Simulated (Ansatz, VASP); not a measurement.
## KTaO3 in VASP and in Ansatz

Contents of INCAR:

```
PREC = Accurate
ENCUT = 520
EDIFF = 1E-7
ISMEAR = -1
SIGMA = 0.05
LREAL = F
LASPH = T
NELM = 60
ALGO = Normal
ISIF = 2
LWAVE = F
LCHARG = F
GGA = PS
NBANDS = 27
```

The input KPOINTS:

```
Automatic mesh
0
Gamma
  6 6 6
```

File POSCAR:

```
KTaO3
1.0
    4.0680660000      0.0000000000      0.0000000000
    0.0000000000      4.0680660000      0.0000000000
    0.0000000000      0.0000000000      3.9883000000
Ta K O
1 1 3
Direct
    0.0000000000      0.0000000000      0.0000000000
    0.5000000000      0.5000000000      0.5000000000
    0.0000000000      0.0000000000      0.5000000000
    0.0000000000      0.5000000000      0.0000000000
    0.5000000000      0.0000000000      0.0000000000
```

Contents of input.yaml:

```yaml
crystal:
  lattice:
    - [4.068066, 0.0, 0.0]
    - [0.0, 4.068066, 0.0]
    - [0.0, 0.0, 3.9883]
  atoms:
    - { symbol: Ta, position: [0.0, 0.0, 0.0] }
    - { symbol: K, position: [0.5, 0.5, 0.5] }
    - { symbol: O, position: [0.0, 0.0, 0.5] }
    - { symbol: O, position: [0.0, 0.5, 0.0] }
    - { symbol: O, position: [0.5, 0.0, 0.0] }
hamiltonian:
  xc: pbesol
  pseudopotentials: { kind: paw }
kpoints:
  mp_grid: { grid: [6, 6, 6] }
  band_path:
    path:
      - [[0.0, 0.0, 0.0], [0.0, 0.5, 0.0], [0.5, 0.5, 0.0], [0.0, 0.0, 0.0], [0.0, 0.0, 0.5], [0.0, 0.5, 0.5], [0.5, 0.5, 0.5], [0.0, 0.0, 0.5]]
      - [[0.0, 0.5, 0.0], [0.0, 0.5, 0.5]]
      - [[0.5, 0.5, 0.0], [0.5, 0.5, 0.5]]
    npoints: 14
scf:
  occupations: { method: fermi_dirac, width: 0.05 }
  n_extra_bands: 12
output:
  forces: true
  stress: true
  eigenvalues: true
  fatbands: false
```

Alike in both runs: functional PBEsol; k mesh 6 × 6 × 6; occupations fermi-dirac, width 0.05 eV; no spin polarisation.

|  | VASP | Ansatz |
| --- | --- | --- |
| version | VASP 6.6.1 | Ansatz 0.2.0 |
| potentials or method | VASP PAW PBE potentials, release 64 (Ta_pv, K_sv, O) | Ansatz PAW |
| plane-wave cutoff (eV) | 520 | 420 |
| valence electrons in the cell | 38 | 40 |
| task | single point | band structure |

```tsv
	VASP	Ansatz	Ansatz less VASP
gap on the k mesh at the Fermi level (eV)	1.97	2.01	+0.043
least direct gap on the mesh (eV)	2.60	2.64	+0.037
pressure (GPa)	-7.0	-7.6	-0.61
largest component of the traceless stress (GPa)	4.37	4.29	-0.078
```

The two sets of potentials don't hold the same shells in valence.

Caveats: spin-orbit coupling is left out, which moves the levels of the heavy elements; the PAW data sets were made with another functional, which shifts forces and pressure a little (VASP); the pressure holds a Pulay correction of +0.6 GPa for the finite cutoff (Ansatz); the PAW data sets come from PBE, with cores solved anew for the run's functional, which leaves a small shift of forces and pressure (Ansatz). A k mesh can miss the band edges.
